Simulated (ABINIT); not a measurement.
# PbSe (Clausthalite) (Fm-3m) in ABINIT: notebook

Aim: see how the results for PbSe (Clausthalite) move with the level of theory and the settings. Levels: PBE, PBEsol. Tasks: relaxation of cell and atoms, single point.

Everything below comes from runs of ABINIT 10.8.3 (patched build). Logs are shortened: lines on timing, memory, paths and dates and some standing lists are left out, and cuts for length are marked. The log counts tension as positive stress, the text compression.

**The experiment to reproduce.**

A printed reference work, monograph reports, for a bulk crystal of PbSe at 300 K: band gap 0.28 eV (direct).

The results are compared with them further down.

### Step 1. The structure

It takes space group Fm-3m (No. 225, cubic). Conventional cell: a = 6.121 Å, b = 6.121 Å, c = 6.121 Å, α = 90.00°, β = 90.00°, γ = 90.00°. Pb (site symmetry m-3m) is surrounded by 6 Se at 3.06 Å. Around Se (site symmetry m-3m) lie 6 Pb at 3.06 Å.

### Step 2. Relaxation of cell and atoms, PBE

Contents of run.abi:

```
# Pseudopotentials
pp_dirpath "./"
pseudos "Pb.upf, Se.upf"

# Structure
acell 8.1795146323 8.1795146323 8.1795146323
rprim
     0.0000000000     0.7071067812     0.7071067812
     0.7071067812     0.0000000000     0.7071067812
     0.7071067812     0.7071067812     0.0000000000
ntypat 2
znucl 82 34
natom 2
typat 1 2
chkprim 0
chksymtnons 0
tolsym 1.0e-6
xred
            0.0            0.0            0.0
            1/2            1/2            1/2

# Plane-wave basis
ecut 43.0
ecutsm 0.5

# k points
kptopt 1
ngkpt 6 6 6
nshiftk 1
shiftk 0.0 0.0 0.0

# Exchange and correlation
ixc 11

# Bands and occupations
nband 19
occopt 3
tsmear 0.05 eV

# SCF cycle
nstep 80
tolvrs 1.0e-12

# Output
iomode 3
prteig 0
prtebands 0
prtwf 0
prtden 0

# Relaxation
ionmov 22
optcell 2
ntime 50
tolmxf 2.0e-5
dilatmx 1.08
```

Potentials or basis: PseudoDojo NC SR PBE v0.4.1 standard.

On the command line:

```sh
$ abinit run.abi > log 2>&1
```

run.abo:

```text
.Version 10.8.3 of ABINIT
 Symmetries : space group Fm -3 m (#225); Bravais cF (face-center cubic)
================================================================================
 Values of the parameters that define the memory need of the present run
     intxc =       0    ionmov =      22      iscf =       7    lmnmax =       6
     lnmax =       6     mgfft =      54  mpssoang =       3    mqgrid =    3001
     natom =       2  nloc_mem =       1    nspden =       1   nspinor =       1
    nsppol =       1      nsym =      48    n1xccc =    2501    ntypat =       2
    occopt =       3   xclevel =       2
       mpw =        6605          nfft =      157464          nkpt =          16
================================================================================
================================================================================

--------------------------------------------------------------------------------
------------- Echo of variables that govern the present computation ------------
--------------------------------------------------------------------------------
 -outvars: echo values of preprocessed input variables --------
            acell      8.1795146323E+00  8.1795146323E+00  8.1795146323E+00 Bohr
              amu      2.07200000E+02  7.89600000E+01
          chkprim           0
      chksymtnons           0
          dilatmx      1.08000000E+00
             ecut      4.30000000E+01 Hartree
           ecutsm      5.00000000E-01 Hartree
           ionmov          22
              ixc          11
         kptrlatt        6    0    0      0    6    0      0    0    6
          kptrlen      4.90770878E+01
            natom           2
            nband          19
            ngfft          54      54      54
             nkpt          16
            nstep          80
             nsym          48
            ntime          50
           ntypat           2
           occopt           3
          optcell           2
           prtden           0
        prtebands           0
           prteig           0
            prtwf           0
            rprim      0.0000000000E+00  7.0710678120E-01  7.0710678120E-01
                       7.0710678120E-01  0.0000000000E+00  7.0710678120E-01
                       7.0710678120E-01  7.0710678120E-01  0.0000000000E+00
          spgroup         225
           tolmxf      2.00000000E-05
           tolsym      1.00000000E-06
           tolvrs      1.00000000E-12
           tsmear      1.83746611E-03 Hartree
            typat      1  2
           xangst      0.0000000000E+00  0.0000000000E+00  0.0000000000E+00
                       3.0606499980E+00  3.0606499980E+00  3.0606499980E+00
            xcart      0.0000000000E+00  0.0000000000E+00  0.0000000000E+00
                       5.7837902634E+00  5.7837902634E+00  5.7837902634E+00
             xred      0.0000000000E+00  0.0000000000E+00  0.0000000000E+00
                       5.0000000000E-01  5.0000000000E-01  5.0000000000E-01
            znucl       82.00000   34.00000

================================================================================

 chkinp: Checking input parameters for consistency.

================================================================================
== DATASET  1 ==================================================================

--- !DatasetInfo
iteration_state: {dtset: 1, }
dimensions: {natom: 2, nkpt: 16, mband: 19, nsppol: 1, nspinor: 1, nspden: 1, mpw: 6605, }
cutoff_energies: {ecut:  43.0, pawecutdg:  -1.0, }
electrons: {nelect:   3.00000000E+01, charge:   0.00000000E+00, occopt:   3.00000000E+00, tsmear:   1.83746611E-03, }
meta: {optdriver: 0, ionmov: 22, optcell: 2, iscf: 7, paral_kgb: 0, }
...

 Exchange-correlation functional for the present dataset will be:
  GGA: Perdew-Burke-Ernzerhof functional - ixc=11
  J.P.Perdew, K.Burke, M.Ernzerhof, PRL 77, 3865 (1996)

 Real(R)+Recip(G) space primitive vectors, cartesian coordinates (Bohr,Bohr^-1):
 R(1)=  0.0000000  5.7837903  5.7837903  G(1)= -0.0864485  0.0864485  0.0864485
 R(2)=  5.7837903  0.0000000  5.7837903  G(2)=  0.0864485 -0.0864485  0.0864485
 R(3)=  5.7837903  5.7837903  0.0000000  G(3)=  0.0864485  0.0864485 -0.0864485
 Unit cell volume ucvol=  3.8696136E+02 bohr^3
 Angles (23,13,12)=  6.00000000E+01  6.00000000E+01  6.00000000E+01 degrees

 getcut: wavevector=  0.0000  0.0000  0.0000  ngfft=  54  54  54
         ecut(hartree)=     50.155   => boxcut(ratio)=   2.07153

--- Pseudopotential description ------------------------------------------------
- pspini: atom type   1  psp file is ./Pb.upf
  82.00000  14.00000  171031                  znucl, zion, pspdat
12 -101130 2 -1 1678                          pspcod,pspxc,lmax,lloc,mmax
     nproj     2     2     2

- pspini: atom type   2  psp file is ./Se.upf
  34.00000  16.00000  171031                  znucl, zion, pspdat
12 -101130 2 -1 1214                          pspcod,pspxc,lmax,lloc,mmax
     nproj     2     2     2

   2.22150951E+03                                ecore*ucvol(ha*bohr**3)
--------------------------------------------------------------------------------

================================================================================

=== [ionmov=22] Limited-memory Broyden-Fletcher-Goldfarb-Shanno method
================================================================================

--- Iteration: ( 1/50) Internal Cycle: (1/1)
--------------------------------------------------------------------------------

---SELF-CONSISTENT-FIELD CONVERGENCE--------------------------------------------

--- !BeginCycle
iteration_state: {dtset: 1, itime: 1, icycle: 1, }
solver: {iscf: 7, nstep: 80, nline: 4, wfoptalg: 0, }
tolerances: {tolvrs: 1.00E-12, }
...

     iter   Etot(hartree)      deltaE(h)  residm     vres2
 ETOT  1  -190.81508407887    -1.908E+02 1.839E+00 1.511E+02
 ETOT  2  -191.65911964180    -8.440E-01 6.130E-03 6.055E+00
 ETOT  3  -191.65963413846    -5.145E-04 8.734E-04 4.471E-01
 ETOT  4  -191.65964072838    -6.590E-06 1.261E-04 8.108E-02
 ETOT  5  -191.65964300816    -2.280E-06 1.239E-04 3.395E-03
 ETOT  6  -191.65964310953    -1.014E-07 6.728E-05 2.246E-04
 ETOT  7  -191.65964312992    -2.039E-08 6.753E-05 1.569E-05
 ETOT  8  -191.65964313084    -9.179E-10 4.105E-05 1.377E-06
 ETOT  9  -191.65964313095    -1.080E-10 4.020E-05 8.553E-09
 ETOT 10  -191.65964313094     8.527E-12 2.376E-05 1.506E-11
 ETOT 11  -191.65964313094    -1.990E-12 2.325E-05 1.902E-13

 At SCF step   11       vres2   =  1.90E-13 < tolvrs=  1.00E-12 =>converged.

 Cartesian components of stress tensor (hartree/bohr^3)
  sigma(1 1)= -8.06771639E-05  sigma(3 2)=  0.00000000E+00
  sigma(2 2)= -8.06771639E-05  sigma(3 1)=  0.00000000E+00
  sigma(3 3)= -8.06771639E-05  sigma(2 1)=  0.00000000E+00

--- !ResultsGS
iteration_state: {dtset: 1, itime: 1, icycle: 1, }
comment   : Summary of ground state results
lattice_vectors:
- [  0.0000000,   5.7837903,   5.7837903, ]
- [  5.7837903,   0.0000000,   5.7837903, ]
- [  5.7837903,   5.7837903,   0.0000000, ]
lattice_lengths: [   8.17951,    8.17951,    8.17951, ]
lattice_angles: [ 60.000,  60.000,  60.000, ] # degrees, (23, 13, 12)
lattice_volume:   3.8696136E+02
convergence: {deltae: -1.990E-12, res2:  1.902E-13, residm:  2.325E-05, diffor: null, }
etotal    :  -1.91659643E+02
entropy   :   0.00000000E+00
fermie    :   1.62840017E-01
cartesian_stress_tensor: # hartree/bohr^3
- [ -8.06771639E-05,   0.00000000E+00,   0.00000000E+00, ]
- [  0.00000000E+00,  -8.06771639E-05,   0.00000000E+00, ]
- [  0.00000000E+00,   0.00000000E+00,  -8.06771639E-05, ]
pressure_GPa:   2.3736E+00
xred      :
- [  0.0000E+00,   0.0000E+00,   0.0000E+00, Pb]
- [  5.0000E-01,   5.0000E-01,   5.0000E-01, Se]
cartesian_forces: # hartree/bohr
- [ -0.00000000E+00,  -0.00000000E+00,  -0.00000000E+00, ]
[... 306 lines left out ...]
 Cartesian coordinates (xcart) [bohr]
  0.00000000000000E+00  0.00000000000000E+00  0.00000000000000E+00
  5.87301774519495E+00  5.87301774519495E+00  5.87301774519495E+00
 Reduced coordinates (xred)
  0.00000000000000E+00  0.00000000000000E+00  0.00000000000000E+00
  5.00000000000000E-01  5.00000000000000E-01  5.00000000000000E-01
 Cartesian forces (fcart) [Ha/bohr]; max,rms= 0.00000E+00 0.00000E+00 (free atoms)
 -0.00000000000000E+00 -0.00000000000000E+00 -0.00000000000000E+00
 -0.00000000000000E+00 -0.00000000000000E+00 -0.00000000000000E+00
 Gradient of E wrt nuclear positions in reduced coordinates (gred)
  0.00000000000000E+00  0.00000000000000E+00  0.00000000000000E+00
  0.00000000000000E+00  0.00000000000000E+00  0.00000000000000E+00
 Scale of Primitive Cell (acell) [bohr]
  8.30570134731256E+00  8.30570134731256E+00  8.30570134731256E+00
 Real space primitive translations (rprimd) [bohr]
  0.00000000000000E+00  5.87301774519495E+00  5.87301774519495E+00
  5.87301774519495E+00  0.00000000000000E+00  5.87301774519495E+00
  5.87301774519496E+00  5.87301774519496E+00  0.00000000000000E+00
 Unitary Cell Volume (ucvol) [Bohr^3]=  4.05148219662417E+02
 Angles (23,13,12)= [degrees]
  6.00000000000000E+01  6.00000000000000E+01  6.00000000000000E+01
 Lengths [Bohr]
  8.30570134731256E+00  8.30570134731256E+00  8.30570134731256E+00
 Stress tensor in cartesian coordinates (strten) [Ha/bohr^3]
 -1.78892986542334E-07  0.00000000000000E+00  0.00000000000000E+00
  0.00000000000000E+00 -1.78892986540599E-07  0.00000000000000E+00
  0.00000000000000E+00  0.00000000000000E+00 -1.78892986530191E-07
 Total energy (etotal) [Ha]= -1.91660349368547E+02

 Difference of energy with previous step (new-old):
           Absolute (Ha)=-1.54047E-06
           Relative     =-8.03752E-09

 At Broyd/MD step   4, gradients are converged :
  max grad (force/stress) = 1.7889E-05 < tolmxf= 2.0000E-05 ha/bohr (free atoms)

================================================================================

 ----iterations are completed or convergence reached----

 Mean square residual over all n,k,spin=   88.206E-14; max=  26.814E-11
 reduced coordinates (array xred) for    2 atoms
       0.000000000000      0.000000000000      0.000000000000
       0.500000000000      0.500000000000      0.500000000000
 rms dE/dt=  0.0000E+00; max dE/dt=  0.0000E+00; dE/dt below (all hartree)
    1       0.000000000000      0.000000000000      0.000000000000
    2       0.000000000000      0.000000000000      0.000000000000

 cartesian coordinates (angstrom) at end:
    1      0.00000000000000     0.00000000000000     0.00000000000000
    2      3.10786714787768     3.10786714787768     3.10786714787768

 cartesian forces (hartree/bohr) at end:
    1     -0.00000000000000    -0.00000000000000    -0.00000000000000
    2     -0.00000000000000    -0.00000000000000    -0.00000000000000
 frms,max,avg= 0.0000000E+00 0.0000000E+00   0.000E+00  0.000E+00  0.000E+00 h/b

 cartesian forces (eV/Angstrom) at end:
    1     -0.00000000000000    -0.00000000000000    -0.00000000000000
    2     -0.00000000000000    -0.00000000000000    -0.00000000000000
 frms,max,avg= 0.0000000E+00 0.0000000E+00   0.000E+00  0.000E+00  0.000E+00 e/A
 length scales=  8.305701347313  8.305701347313  8.305701347313 bohr
              =  4.395187870582  4.395187870582  4.395187870582 angstroms
 Fermi (or HOMO) energy (hartree) =   0.14514   Average Vxc (hartree)=  -0.35915
 Eigenvalues (hartree) for nkpt=  16  k points:
 kpt#   1, nband= 19, wtk=  0.00463, kpt=  0.0000  0.0000  0.0000 (reduced coord)
  -1.59233   -1.59233   -1.59226   -1.59226   -1.59226   -0.47717   -0.47717   -0.47717
  -0.47689   -0.47689   -0.34741   -0.09612    0.07712    0.07712    0.07712    0.30773
   0.30773    0.30773    0.38195
      occupation numbers for kpt#   1
   2.00000    2.00000    2.00000    2.00000    2.00000    2.00000    2.00000    2.00000
   2.00000    2.00000    2.00000    2.00000    2.00000    2.00000    2.00000    0.00000
   0.00000    0.00000    0.00000
 prteigrs : prtvol=0 or 1, do not print more k-points.

--- !EnergyTerms
iteration_state     : {dtset: 1, itime: 4, icycle: 1, }
comment             : Components of total free energy in Hartree
kinetic             :  1.12924589315442E+02
hartree             :  5.10303402919999E+01
xc                  : -4.41915267636234E+01
Ewald energy        : -1.08996690500638E+02
psp_core            :  5.48320194402985E+00
local_psp           : -1.40378600035645E+02
non_local_psp       : -6.75316546733816E+01
internal            : -1.91660340421816E+02
'-kT*entropy'       : -8.94673078574357E-06
total_energy        : -1.91660349368547E+02
total_energy_eV     : -5.21534379470719E+03
band_energy         : -2.12658919277150E+01
...

 Cartesian components of stress tensor (hartree/bohr^3)
  sigma(1 1)= -1.78892987E-07  sigma(3 2)=  0.00000000E+00
  sigma(2 2)= -1.78892987E-07  sigma(3 1)=  0.00000000E+00
  sigma(3 3)= -1.78892987E-07  sigma(2 1)=  0.00000000E+00

-Cartesian components of stress tensor (GPa)         [Pressure=  5.2632E-03 GPa]
- sigma(1 1)= -5.26321338E-03  sigma(3 2)=  0.00000000E+00
- sigma(2 2)= -5.26321338E-03  sigma(3 1)=  0.00000000E+00
- sigma(3 3)= -5.26321338E-03  sigma(2 1)=  0.00000000E+00

== END DATASET(S) ==============================================================
================================================================================

 -outvars: echo values of variables after computation  --------
            acell      8.3057013473E+00  8.3057013473E+00  8.3057013473E+00 Bohr
           etotal     -1.9166034937E+02
            fcart     -0.0000000000E+00 -0.0000000000E+00 -0.0000000000E+00
                      -0.0000000000E+00 -0.0000000000E+00 -0.0000000000E+00
            rprim      0.0000000000E+00  7.0710678119E-01  7.0710678119E-01
                       7.0710678119E-01  0.0000000000E+00  7.0710678119E-01
                       7.0710678119E-01  7.0710678119E-01  0.0000000000E+00
           strten     -1.7889298654E-07 -1.7889298654E-07 -1.7889298653E-07
                       0.0000000000E+00  0.0000000000E+00  0.0000000000E+00
           xangst      0.0000000000E+00  0.0000000000E+00  0.0000000000E+00
                       3.1078671479E+00  3.1078671479E+00  3.1078671479E+00
             xred      0.0000000000E+00  0.0000000000E+00  0.0000000000E+00
                       5.0000000000E-01  5.0000000000E-01  5.0000000000E-01
 Calculation completed.
```

It took 4.7 min on 1 thread of Arm Neoverse V1, shared host; peak memory 0.14 GiB.

What came out:

- Free energy: -5215.3438 eV
- Relaxed volume: 30.02 Å³/atom
- Relaxed cell: a = 4.395 Å, b = 4.395 Å, c = 4.395 Å, α = 60.00°, β = 60.00°, γ = 60.00°
- Space group after relaxing (to 0.05 Å): Fm-3m (No. 225)
- Energy gained by relaxing: 9.6 meV/atom
- Ionic steps: 4
- Pressure after relaxing: 0.0 GPa
- Band gap on the k mesh: 0.44 eV, direct

The path:
| step | energy change (eV) | largest force (eV/Å) | pressure (GPa) | volume (Å³) |
| --- | --- | --- | --- | --- |
| 1 | 0.0000 | 0.0000 | 2.37 | 57.34 |
| 2 | -0.0057 | 0.0000 | 1.97 | 57.76 |
| 3 | -0.0192 | 0.0000 | 0.10 | 59.91 |
| 4 | -0.0192 | 0.0000 | 0.01 | 60.04 |

Final structure:
```
Pb Se
1.0
     0.00000    3.10787    3.10787
     3.10787    0.00000    3.10787
     3.10787    3.10787    0.00000
Pb Se
1 1
Direct
  0.00000 0.00000 0.00000
  0.50000 0.50000 0.50000
```

Caveat: spin-orbit coupling is left out, which as a rule narrows the gap of such compounds by several tenths of an eV.

(Part 1 of 2 ends here.)
